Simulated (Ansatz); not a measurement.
# AlN

Level of theory: DFT, PBE, scalar-relativistic, no spin polarisation; plane waves to 420 eV with PAW datasets (Ansatz 0.2.0), 12×12×8 k-mesh, Gaussian smearing of 0.05 eV. The datasets are Ansatz's generated set soft_2.

Space group P6_3mc (No. 186). a = 3.130 Å, b = 3.130 Å, c = 5.018 Å, α = 90.00°, β = 90.00°, γ = 120.00°
```csv
atom,site,symmetry,x,y,z
Al,2b,3m.,0.3333,0.6667,0.0017
N,2b,3m.,0.3333,0.6667,0.3833
```

The chain of runs began from a cell as deposited in COD, expanded in volume.

The cell is relaxed to zero pressure at this level.

The run used a cell of 4 atoms; the mesh refers to it.

* Volume: 10.65 Å³/atom
* Formation energy from the elements (0 K, uncorrected): -1.37 eV/atom
* Pressure derivative B0′: 3.8

Q: Fill in the bulk modulus (Birch–Murnaghan) (PBE).

A: 193 GPa.

Q: Estimate the band gap at this level of theory (PBE).

A: 4.03 eV.

Q: What does PBE give for the Bader charges?

A: Al 2.43; N -2.43 e.

Bader charges against formal ones: Al +2.43 (+3), N −2.43 (−3). The cations give up 81 % of the formal charge; Bader charges stay under formal ones because the anions' density reaches into the cations' basins, though a share this high marks a strongly ionic bond.

Formal charges Al³⁺, N³⁻ balance and leave closed shells on every ion, so a band insulator is expected, and the gap is 4.03 eV.

**The experiment.** The Crystallography Open Database holds a cell as deposited of hexagonal AlN (space group P6_3mc), temperature not stated (2015, doi:10.1039/C5TC00475F): a, c = 3.081, 5.031 Å, 10.34 Å³/atom.

From “Structural and optical properties of self-assembled AlN nanowires grown on SiO2/Si substrates by molecular beam epitaxy”, 2024, arxiv:2402.00216, for a bulk crystal of AlN at 0 K: band gap 6.0343 eV (an exciton energy, a little under the gap).

**Comparison.** The computed cell (3.130, 5.018 Å, 10.65 Å³/atom) differs from the database's by +3.0 % in volume, about +1.0 % in length. The axes miss by +1.6 %, −0.3 %, so errors cancel in the volume. PBE usually overestimates volumes by a few per cent. Measured gap of AlN: 6.0343 eV (an exciton energy, a little under the gap; 0 K; quoted in “Structural and optical properties of self-assembled AlN nanowires grown on SiO2/Si substrates by molecular beam epitaxy”, 2024, arxiv:2402.00216). This calculation gives 4.03 eV (-2.00 eV). 2 values of this kind are on record (6.034 to 6.0343 eV); this one was drawn at random. Kohn–Sham gaps of semilocal functionals mostly fall below measured ones. Temperature and excitons aren't in the calculation.

Semilocal functionals underestimate band gaps, commonly by a third or more.
